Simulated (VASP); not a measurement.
# TiO2 (Pbcn) in VASP: a series of runs

One crystal, TiO2, is run at these levels: PBEsol, r2SCAN; tasks: single point.

All numbers are computed with VASP 6.6.1; they aren't measurements. Logs are shortened: lines on timing, memory, paths and dates and some standing lists are left out, and cuts for length are marked.

### Step 1. Starting point

It takes space group Pbcn (No. 60, orthorhombic). Conventional cell: a = 4.540 Å, b = 5.496 Å, c = 4.884 Å, α = 90.00°, β = 90.00°, γ = 90.00°. Ti (site symmetry 2) has 6 O at 1.87 to 2.08 Å as nearest neighbours. Around O (site symmetry 1) lie 3 Ti at 1.87 to 2.08 Å.

Measurements of this composition are mostly on another form, of space group No. 141.

### Step 2. Single point, PBEsol

Contents of INCAR:

```
SYSTEM = TiO2
PREC = Accurate ; ENCUT = 700
EDIFF = 1E-7 ; ISMEAR = 0
SIGMA = 0.02 ; LREAL = .FALSE.
LASPH = .TRUE. ; NELM = 60
ALGO = Normal ; ISIF = 2
LWAVE = .FALSE. ; LCHARG = .TRUE.
GGA = PS ; LELF = .TRUE.
LVHAR = .TRUE.
```

Contents of KPOINTS:

```
regular mesh
0
G
  6 4 4
  0 0 0
```

Contents of POSCAR:

```
TiO2
1.0
    4.5403500000      0.0000000000      0.0000000000
    0.0000000000      5.4956700000      0.0000000000
    0.0000000000      0.0000000000      4.8838300000
Ti O
4 8
Direct
    0.5000000000      0.6745500000      0.7500000000
    0.0000000000      0.8254500000      0.2500000000
    0.5000000000      0.3254500000      0.2500000000
    0.0000000000      0.1745500000      0.7500000000
    0.7282100000      0.6181400000      0.0813500000
    0.2282100000      0.8818600000      0.9186500000
    0.7717900000      0.8818600000      0.5813500000
    0.2717900000      0.6181400000      0.4186500000
    0.7282100000      0.3818600000      0.5813500000
    0.2282100000      0.1181400000      0.4186500000
    0.7717900000      0.1181400000      0.0813500000
    0.2717900000      0.3818600000      0.9186500000
```

Potentials or basis: VASP PAW PBE potentials, release 64 (Ti_sv, O).

The run is started by

```
> cat potpaw_PBE.64/Ti_sv/POTCAR potpaw_PBE.64/O/POTCAR > POTCAR
> mpirun -np 1 vasp_std > vasp.out
```

OUTCAR:

```text
SYSTEM = TiO2
   PREC = Accurate
   ENCUT = 700
   EDIFF = 1E-7
   ISMEAR = 0
   LREAL = .FALSE.
   LASPH = .TRUE.
   NELM = 60
   ISIF = 2
   GGA = PS

 ion  position               nearest neighbor table
   1  0.500  0.675  0.750-   6 1.87   7 1.87   5 1.95   8 1.95   9 2.08  12 2.08
   2  0.000  0.825  0.250-   5 1.87   8 1.87   7 1.95   6 1.95  10 2.08  11 2.08
   3  0.500  0.325  0.250-  10 1.87  11 1.87   9 1.95  12 1.95   5 2.08   8 2.08
   4  0.000  0.175  0.750-   9 1.87  12 1.87  11 1.95  10 1.95   6 2.08   7 2.08
   5  0.728  0.618  0.081-   2 1.87   1 1.95   3 2.08
   6  0.228  0.882  0.919-   1 1.87   2 1.95   4 2.08
   7  0.772  0.882  0.581-   1 1.87   2 1.95   4 2.08
   8  0.272  0.618  0.419-   2 1.87   1 1.95   3 2.08
   9  0.728  0.382  0.581-   4 1.87   3 1.95   1 2.08
  10  0.228  0.118  0.419-   3 1.87   4 1.95   2 2.08
  11  0.772  0.118  0.081-   3 1.87   4 1.95   2 2.08
  12  0.272  0.382  0.919-   4 1.87   3 1.95   1 2.08

  LATTYP: Found a simple orthorhombic cell.
 ALAT       =     4.5403500000
 B/A-ratio  =     1.0756505556
 C/A-ratio  =     1.2104066867

  Lattice vectors:

 A1 = (  -4.5403500000,   0.0000000000,   0.0000000000)
 A2 = (   0.0000000000,   0.0000000000,   4.8838300000)
 A3 = (   0.0000000000,   5.4956700000,   0.0000000000)

Analysis of symmetry for initial positions (statically):
=====================================================================
 Subroutine PRICEL returns:
 Original cell was already a primitive cell.

 Routine SETGRP: Setting up the symmetry group for a
 simple orthorhombic supercell.

 Subroutine GETGRP returns: Found  8 space group operations
 (whereof  2 operations were pure point group operations)
 out of a pool of  8 trial point group operations.

The static configuration has the point symmetry S_2 .
 The point group associated with its full space group is D_2h.

Analysis of symmetry for dynamics (positions and initial velocities):
=====================================================================
 Subroutine PRICEL returns:
 Original cell was already a primitive cell.

 Routine SETGRP: Setting up the symmetry group for a
 simple orthorhombic supercell.

 Subroutine GETGRP returns: Found  8 space group operations
 (whereof  2 operations were pure point group operations)
 out of a pool of  8 trial point group operations.

The dynamic configuration has the point symmetry S_2 .
 The point group associated with its full space group is D_2h.

 Subroutine INISYM returns: Found  8 space group operations
 (whereof  2 operations are pure point group operations),
 and found     1 'primitive' translations

----------------------------------------------------------------------------------------

                                     Primitive cell

  volume of cell :     121.8626

  direct lattice vectors                    reciprocal lattice vectors
     4.540350000  0.000000000  0.000000000     0.220247338  0.000000000  0.000000000
     0.000000000  5.495670000  0.000000000     0.000000000  0.181961435  0.000000000
     0.000000000  0.000000000  4.883830000     0.000000000  0.000000000  0.204757332

  length of vectors
     4.540350000  5.495670000  4.883830000     0.220247338  0.181961435  0.204757332

  position of ions in fractional coordinates (direct lattice)
     0.500000000  0.674550000  0.750000000
     0.000000000  0.825450000  0.250000000
     0.500000000  0.325450000  0.250000000
     0.000000000  0.174550000  0.750000000
     0.728210000  0.618140000  0.081350000
     0.228210000  0.881860000  0.918650000
     0.771790000  0.881860000  0.581350000
     0.271790000  0.618140000  0.418650000
     0.728210000  0.381860000  0.581350000
     0.228210000  0.118140000  0.418650000
     0.771790000  0.118140000  0.081350000
     0.271790000  0.381860000  0.918650000

  ion indices of the primitive-cell ions
   primitive index   ion index
                 1           1
                 2           2
                 3           3
                 4           4
                 5           5
                 6           6
                 7           7
                 8           8
                 9           9
                10          10
                11          11
                12          12

----------------------------------------------------------------------------------------

 KPOINTS: regular mesh

Automatic generation of k-mesh.
 Grid dimensions read from file:
 generate k-points for:    6    4    4

 Generating k-lattice:

  Cartesian coordinates                     Fractional coordinates (reciprocal lattice)
     0.036707890  0.000000000  0.000000000     0.166666667  0.000000000  0.000000000
     0.000000000  0.045490359  0.000000000     0.000000000  0.250000000  0.000000000
     0.000000000  0.000000000  0.051189333     0.000000000  0.000000000  0.250000000

  Length of vectors
     0.036707890  0.045490359  0.051189333

  Shift w.r.t. Gamma in fractional coordinates (k-lattice)
     0.000000000  0.000000000  0.000000000

 Subroutine IBZKPT returns following result:
 ===========================================

 Found     36 irreducible k-points:

 Following reciprocal coordinates:
            Coordinates               Weight
  0.000000  0.000000  0.000000      1.000000
  0.166667  0.000000  0.000000      2.000000
  0.333333  0.000000  0.000000      2.000000
  0.500000  0.000000  0.000000      1.000000
  0.000000  0.250000  0.000000      2.000000
  0.166667  0.250000  0.000000      4.000000
[... 16 lines left out ...]
  0.333333  0.500000  0.250000      4.000000
  0.500000  0.500000  0.250000      2.000000
 [... further k-points ...]
   k-points           NKPTS =     36   k-points in BZ     NKDIM =     36   number of bands    NBANDS=     57
   number of dos      NEDOS =    301   number of ions     NIONS =     12
   total plane-waves  NPLWV =  80640
   dimension x,y,z NGX =    40 NGY =   48 NGZ =   42
   dimension x,y,z NGXF=    80 NGYF=   96 NGZF=   84
   ions per type =               4   8
   NGX,Y,Z   is equivalent  to a cutoff of  14.65, 14.52, 14.30 a.u.
   NGXF,Y,Z  is equivalent  to a cutoff of  29.29, 29.04, 28.59 a.u.
 SYSTEM =  TiO2
   PREC   = accura    normal or accurate (medium, high low for compatibility)
   ISTART =      0    job   : 0-new  1-cont  2-samecut
   ICHARG =      2    charge: 1-file 2-atom 10-const
   ISPIN  =      1    spin polarized calculation?
   LNONCOLLINEAR =      F non collinear calculations
   LSORBIT =      F    spin-orbit coupling
   LASPH  =      T    aspherical Exc in radial PAW
   ENCUT  =  700.0 eV  51.45 Ry    7.17 a.u.   9.79 11.86 10.54*2*pi/ulx,y,z
   NELM   =     60;   NELMIN=  2; NELMDL= -5     # of ELM steps
   EDIFF  = 0.1E-06   stopping-criterion for ELM
   LREAL  =      F    real-space projection
   EDIFFG = 0.1E-05   stopping-criterion for IOM
   NSW    =      0    number of steps for IOM
   IBRION =     -1    ionic relax: 0-MD 1-quasi-New 2-CG
   NFREE  =      0    steps in history (QN), initial steepest desc. (CG)
   ISIF   =      2    stress and relaxation
   ISYM   =      2    0-nonsym 1-usesym 2-fastsym
   POTIM  = 0.5000    time-step for ionic-motion
   TEBEG  =    0.0;   TEEND  =   0.0 temperature during run
   PSTRESS=    0.0 pullay stress
   NELECT =      96.0000    total number of electrons
   NUPDOWN=      -1.0000    fix difference up-down
   EMIN   =  10.00;   EMAX   =-10.00  energy-range for DOS
   EFERMI =   0.00;   METHOD = LEGACY
   ISMEAR =     0;   SIGMA  =   0.02  broadening in eV -4-tet -1-fermi 0-gaus
   EFERMI_NEDOS =   21; number of points for ismear=-14 and -15
   IALGO  =     38    algorithm
   IMIX   =      4    mixing-type and parameters
     AMIX     =   0.40;   BMIX     =  1.00
     AMIX_MAG =   1.60;   BMIX_MAG =  1.00
  volume/ion in A,a.u.               =      10.16        68.53
  Fermi-wavevector in a.u.,A,eV,Ry     =   1.511965  2.857200 31.103437  2.286038
  Thomas-Fermi vector in A             =   2.621952
   LORBIT       =      0    0 simple, 1 ext, 2 COOP (PROOUT), +10 PAW based schemes
   GGA     = PS    functional components
   LHFCALC =     F    Hartree Fock is set to
   AEXX    =    0.0000 exact exchange contribution
   IVDW    =     0    specifies the selected vdW correction
   LEPSILON=     F    determine dielectric tensor
   LRPA    =     F    only Hartree local field effects (RPA)
 non-spin polarized calculation
 Gauss-broadening in eV      SIGMA  =   0.02
  energy-cutoff  :      700.00
  volume of cell :      121.86
 maximum number of plane-waves:      5156
 NGX is ok and might be reduce to    40
   NGX = 19   NGY = 23   NGZ = 21

 number of electron      96.0000009 magnetization

 Free energy of the ion-electron system (eV)
  ---------------------------------------------------
  ext. energy  EPLUGINS =         0.00000000
  ---------------------------------------------------
  free energy    TOTEN  =      -112.32103122 eV

  energy without entropy =     -112.32103122  energy(sigma->0) =     -112.32103122

 E-fermi :   4.8014     XC(G=0): -11.8710

 val. band max:        4.6072487456   @ k =   0.0000   0.0000   0.0000
 cond. band min:       7.2321611730   @ k =   0.0000   0.0000   0.5000
 fundamental gap:      2.6249124274
 Fermi energy:         4.8013881581

 k-point     1 :       0.0000    0.0000    0.0000
  band No.  band energies     occupation
      1     -51.5121      2.00000
      2     -51.4879      2.00000
      3     -51.4800      2.00000
      4     -51.4737      2.00000
      5     -28.0855      2.00000
      6     -27.9991      2.00000
[... 1429 lines left out ...]
     56       8.4135      0.00000
     57       8.5525      0.00000

 [... further k-points ...]

------------------------ aborting loop because EDIFF is reached ----------------------------------------

  FORCE on cell =-STRESS in cart. coord.  units (eV):
  Direction    XX          YY          ZZ          XY          YZ          ZX
  --------------------------------------------------------------------------------------
  -------------------------------------------------------------------------------------
  Total       -0.0309264     -0.0120986     -0.0039528      0.0000000      0.0000000      0.0000000
  in kB       -0.4066013     -0.1590645     -0.0519694      0.0000000      0.0000000      0.0000000
  external PRESSURE =      -0.2058784 kB  Pullay stress =       0.0000000 kB

 VOLUME and BASIS-vectors are now :
 -----------------------------------------------------------------------------
  energy-cutoff  :      700.00
  volume of cell :      121.86
      direct lattice vectors                 reciprocal lattice vectors
     4.540350000  0.000000000  0.000000000     0.220247338  0.000000000  0.000000000
     0.000000000  5.495670000  0.000000000     0.000000000  0.181961435  0.000000000
     0.000000000  0.000000000  4.883830000     0.000000000  0.000000000  0.204757332

 POSITION                                       TOTAL-FORCE (eV/Angst)
 -----------------------------------------------------------------------------------
      2.27018      3.70710      3.66287         0.000000      0.005337      0.000000
      0.00000      4.53640      1.22096         0.000000     -0.005337      0.000000
      2.27018      1.78857      1.22096         0.000000     -0.005337     -0.000000
      0.00000      0.95927      3.66287         0.000000      0.005337     -0.000000
      3.30633      3.39709      0.39730         0.007059      0.001005     -0.000677
      1.03615      4.84641      4.48653         0.007059     -0.001005      0.000677
      3.50420      4.84641      2.83921        -0.007059     -0.001005     -0.000677
      1.23402      3.39709      2.04462        -0.007059      0.001005      0.000677
      3.30633      2.09858      2.83921         0.007059     -0.001005     -0.000677
      1.03615      0.64926      2.04462         0.007059      0.001005      0.000677
      3.50420      0.64926      0.39730        -0.007059      0.001005     -0.000677
      1.23402      2.09858      4.48653        -0.007059     -0.001005      0.000677
 -----------------------------------------------------------------------------------
    total drift:                               -0.000000      0.000000     -0.000000

  FREE ENERGIE OF THE ION-ELECTRON SYSTEM (eV)
  ---------------------------------------------------
  free  energy   TOTEN  =      -112.3210312243 eV

  energy  without entropy=     -112.3210312243  energy(sigma->0) =     -112.32103122
```

Run time: 3.1 min. Hardware: 1 thread of Intel Xeon 6975P-C (Granite Rapids), shared host; peak memory 0.44 GiB.

What came out:

```yaml
Free_energy: -112.3210 eV
Pressure: 0.0 GPa
Largest_force: 0.007 eV/Å
Band_gap_on_the_k_mesh: 2.62 eV, indirect (least direct gap 2.68 eV)
```

Forces on the atoms (eV/Å):
```
Ti   0.000  0.005  0.000
Ti   0.000 -0.005  0.000
Ti   0.000 -0.005  0.000
Ti   0.000  0.005  0.000
O    0.007  0.001 -0.001
O    0.007 -0.001  0.001
O   -0.007 -0.001 -0.001
O   -0.007  0.001  0.001
O    0.007 -0.001 -0.001
O    0.007  0.001  0.001
O   -0.007  0.001 -0.001
O   -0.007 -0.001  0.001
```

Caveat: the PAW data sets were made with another functional, which shifts forces and pressure a little. A k mesh can miss the band edges.

(Continued in part 2 of 3.)
